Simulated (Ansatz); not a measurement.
`C=C[Se]CO` + `CCC[SiH2]O` → `C=C[Se][SiH2]O` + `CCCCO`  (formal exchange of groups at the Se–C bond)

Program: Ansatz. Geometries: PBE0-D4/def2-TZVP. ΔE: electronic, gas phase. CCSD(T)/CBS adds triple-zeta CCSD(T) − MP2 to the extrapolated MP2 energy (def2 sets, frozen cores). DFT in def2-TZVPP. B3LYP here is the variant with VWN-RPA as its local correlation; programs differ in this. For Se outer-core shells are correlated without core-valence functions, which leaves a few kJ/mol of doubt a bond. Scalar relativity is left out up to krypton. One conformer a species, not always the lowest.

Question: Is it downhill or uphill in electronic energy at CCSD(T)/CBS, and by how much? (Estimate.)

Answer: Computed: Downhill: ΔE = -78.4 kJ/mol.

Question: What do these levels give: PBE-D4, PBE0-D4, ωB97M-V, B2PLYP, PBE, r2SCAN, B3LYP, HF/def2-TZVPP, CCSD/def2-TZVPP, SCS-MP2/def2-QZVPP, MP2/CBS(def2), CCSD/CBS(def2)? (An estimate is asked.)

Answer: Computed: PBE-D4 -70.6, PBE0-D4 -76.7, ωB97M-V -75.4, B2PLYP -75.1, PBE -71.1, r2SCAN -74.4, B3LYP -73.4, HF/def2-TZVPP -86.4, CCSD/def2-TZVPP -77.3, SCS-MP2/def2-QZVPP -77.2, MP2/CBS(def2) -79.1, CCSD/CBS(def2) -80.1 kJ/mol.

Largest T1 diagnostic among the species: 0.011.

In def2-TZVPP, CCSD(T) changes the Hartree–Fock value by +10.8 kJ/mol (the triples alone add +1.7 kJ/mol) and MP2 by +10.0 kJ/mol. From PBE to PBE0 (25 % exact exchange), in def2-TZVPP and without D4, ΔE moves by −6.1 kJ/mol.
